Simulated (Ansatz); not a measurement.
A run of Ansatz 0.2.0 is set up as follows.

File input.yaml:

```yaml
crystal:
  lattice:
    - [0.0, 2.325, 2.325]
    - [2.325, 0.0, 2.325]
    - [2.325, 2.325, 0.0]
  atoms:
    - { symbol: Hf, position: [0.5, 0.5, 0.5] }
    - { symbol: C, position: [0.0, 0.0, 0.0] }
hamiltonian:
  xc: lda
  pseudopotentials: { kind: paw }
  hubbard: { sites: [{ species: Hf, l: d, u_eff: 6.0 }] }
kpoints:
  mp_grid: { grid: [10, 10, 10] }
scf:
  occupations: { method: fermi_dirac, width: 0.05 }
output:
  forces: true
  stress: true
  eigenvalues: true
relax:
  f_tol: 0.01
  max_steps: 40
  cell: { stress_tol: 0.05 }
```

Potentials or basis: Ansatz PAW.

Run with:

```console
$ ansatz run input.yaml --threads 2 --pin off --max-ram 5632MiB --backend cpu --events-out ev --progress --plain --runs-dir out
```

Task: What does it give for the relaxed cell?

Result: a = 3.283 Å, b = 3.283 Å, c = 3.283 Å, α = 60.00°, β = 60.00°, γ = 60.00°.

Task: Predict the band gap on the k mesh.

Result: None (metal or under the smearing width).

Task: Estimate the space group after relaxing (to 0.05 Å).

Result: Fm-3m (No. 225).

Step by step:
| step | energy change (eV) | largest force (eV/Å) | volume (Å³) |
| --- | --- | --- | --- |
| 1 | 0.0000 | 0.0000 | 25.14 |
| 2 | -0.0005 | 0.0000 | 24.96 |
| 3 | -0.0005 | 0.0000 | 25.03 |
| 4 | -0.0003 | 0.0000 | 25.03 |

Caveat: the plane-wave basis is chosen anew once the cell has moved, so the energies of steps on either side of that aren't comparable; U without spin polarisation on a metal has little footing; the PAW data sets come from PBE, with cores solved anew for the run's functional, which leaves a small shift of forces and pressure; the U is typed as a test and isn't derived for this compound. LDA usually gives volumes a few per cent too small.
